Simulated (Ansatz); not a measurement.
# PbS (Galena) under changes of volume

One of the cells (26.086 Å³/atom); the others are scaled copies at fixed shape and fractional positions:

```xyz
2
Lattice="0.0000 2.9657 2.9657 2.9657 0.0000 2.9657 2.9657 2.9657 0.0000" Properties=species:S:1:pos:R:3 pbc="T T T"
Pb    0.0000    0.0000    0.0000
S     2.9657    2.9657    2.9657
```

```yaml
Program: Ansatz 0.2.0
Functional: LDA
Potentials_or_basis: Ansatz PAW
Cutoff: "420 eV (not typed: the program's choice for these potentials)"
k_mesh: 8 × 8 × 8
Occupations: fermi-dirac, width 0.05 eV
Spin: spin-orbit coupling, no magnetisation
```

| volume (Å³/atom) | energy over the lowest point (meV/atom) | pressure (GPa) | gap on the mesh (eV) |
| --- | --- | --- | --- |
| 24.521 | 0.00 | 0.5 | 0.46 |
| 25.042 | 0.60 | -0.8 | 0.37 |
| 25.564 | 5.32 | -2.0 | 0.29 |
| 26.086 | 13.73 | -3.1 | 0.21 |
| 26.607 | 25.40 | -4.0 | 0.15 |
| 27.129 | 39.96 | -4.9 | 0.08 |
| 27.651 | ? | ? | ? |

**Question.** What does the run at 27.651 Å³/atom give?

**Answer.** Energy over the lowest point 57.07 meV/atom; pressure -5.6 GPa; gap on the mesh 0.03 eV.

Worked out: A Birch-Murnaghan fit of order 3 (a polynomial in V^(-2/3)) to the other rows has its minimum at 24.71 Å³/atom with B0 = V·E''(V) = 65 GPa and B' = 4.6. It gives 57.11 meV/atom at 27.651 Å³/atom, against the run's 57.07, and -dE/dV = -5.6 GPa, against -5.6.

Energies are extrapolated to zero smearing.

Caveats: the PAW data sets come from PBE, with cores solved anew for the run's functional, which leaves a small shift of forces and pressure.

A mesh can miss the band edges.
